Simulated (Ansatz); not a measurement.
**A point defect in KBr**

Theory: Ansatz, DFT PBE, scalar-relativistic, plane waves, PAW. (420 eV cutoff, 2×2×2 k-mesh, shifted by half a step, Gaussian smearing of 0.01 eV, collinear spin in charge 0 alone)

Host crystal, relaxed:

```
K Br
1.0
     0.00000    3.34997    3.34997
     3.34997    0.00000    3.34997
     3.34997    3.34997    0.00000
K Br
1 1
Direct
  0.00000 0.00000 0.00000
  0.50000 0.50000 0.50000
```

Supercell of 32 atoms, rows in host cell vectors: 1 1 -3; 1 1 1; 1 -3 1. Atoms relax at the host's cell, keeping the symmetry that the supercell leaves at the site. The cell is small, so energies carry finite-size errors of tenths of an eV. The host's Kohn–Sham gap is 4.32 eV. Atoms are taken from and returned to the elements' standard states.

The defect is an interstitial at (0.250, 0.250, 0.250) of the host cell.

| charge | E_f at the valence band top (eV) | moment (μB) | largest move (Å) | atoms near the site |
| --- | --- | --- | --- | --- |
| 0 | 2.02 | 0.50 | 0.49 | 4 Br at 3.01 Å, 4 K at 3.39 Å |

Fractional moments come from partly filled bands of the small cell.

Task: Which element is it? Judge by the nearest distance in charge 0 and covalent radii.
A. Zn
B. Rb
C. Sb
D. Ir
E. K

Result: E. The nearest neighbour is Br at 3.01 Å, and the summed covalent radii with Br are 2.61 Å for Ir, 3.23 Å for K, 3.40 Å for Rb, 2.59 Å for Sb, 2.42 Å for Zn, so K fits best. Bonds can miss such sums by a tenth of an ångström or more.